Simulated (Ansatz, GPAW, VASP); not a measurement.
**TiTe2: 3 runs at one level of theory**

```
Te Ti
1.0
     3.77700    0.00000    0.00000
    -1.88850    3.27098    0.00000
     0.00000    0.00000    6.49800
Te Ti
2 1
Direct
  0.33333 0.66667 0.73720
  0.66667 0.33333 0.26280
  0.00000 0.00000 0.00000
```

Alike in all runs: task single point; functional LDA; k mesh 8 × 8 × 4; occupations gaussian, width 0.05 eV; no spin polarisation; no spin-orbit coupling. LDA stands for any of its common fits. Pressure is positive in compression and, in plane waves, holds the error of the finite cutoff, which Ansatz's Pulay term estimates and takes out.

```csv
program and potentials,plane-wave cutoff (eV),notes,pressure (GPa),largest force (eV/Å)
"Ansatz, Ansatz PAW",420,"potentials made for PBE, which Ansatz adapts in part; 14.67 valence electrons an atom on average; Pulay term of +0.04 GPa included",-4.12,0.314
"GPAW, the program's PAW data sets (release 1.2.1) made for this functional",600,8 valence electrons an atom on average,-4.48,0.318
"VASP, LDA PAW files Te, Ti, 500 eV",500,5.33 valence electrons an atom on average,-4.47,0.337
```

Force on atom 1 (Te), eV/Å:

```csv
program and potentials,x,y,z
"Ansatz, Ansatz PAW",0.000,0.000,0.314
"GPAW, the program's PAW data sets (release 1.2.1) made for this functional",0.000,0.000,0.318
"VASP, LDA PAW files Te, Ti, 500 eV",0.000,0.000,0.337
```

The pressure spans -4.48 (GPAW, the program's PAW data sets (release 1.2.1) made for this functional) to -4.12 GPa (Ansatz, Ansatz PAW).

Differences between rows come from potentials, basis sets and numerical settings, since the functional is the same but for its coding. Runs on potential files found faulty are left out.
